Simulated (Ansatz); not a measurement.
K (omega type), DFT, PBE, PAW with Ansatz's default frozen-core files, scalar-relativistic (Ansatz 0.2.0), on 1 thread of Arm Neoverse V2 (shared host).

Command: `ansatz run input.yaml --threads 1 --pin off --max-ram 3072MiB --backend cpu --events-out ev --progress --plain --runs-dir out`

```yaml
crystal:
  lattice:
    - [6.2003871216, 0.0, 0.0]
    - [-3.1001935608, 5.3696927606, 0.0]
    - [0.0, 0.0, 3.6844764004]
  atoms:
    - { symbol: K, position: [0.0, 0.0, 0.0] }
    - { symbol: K, position: [0.3333333333, 0.6666666667, 0.5] }
    - { symbol: K, position: [0.6666666667, 0.3333333333, 0.5] }
kpoints:
  mp_grid: { grid: [5, 5, 7] }
  band_path:
    path:
      - [0.0, 0.0, 0.0]
      - [0.5, 0.0, 0.0]
      - [0.3333333333, 0.3333333333, 0.0]
      - [0.0, 0.0, 0.0]
      - [0.0, 0.0, 0.5]
      - [0.5, 0.0, 0.5]
      - [0.3333333333, 0.3333333333, 0.5]
      - [0.0, 0.0, 0.5]
      - [0.5, 0.0, 0.5]
    npoints: 8
scf:
  occupations: { method: fermi_dirac, width: 0.1 }
hamiltonian:
  xc: pbe
  pseudopotentials: { kind: paw }
output:
  forces: true
  stress: true
  eigenvalues: true
  populations: true
  dos: { projected: true, de: 0.2, e_range: [-14, 8] }
```

(1) How large is the problem that the program sets up?

(2) About how long does it take?

Results:

(1) 20 irreducible k-points, 2371 plane waves at Γ, 18 bands.

(2) 4.1 s of wall time for 6 SCF iterations. Times on shared machines scatter by tens of per cent.
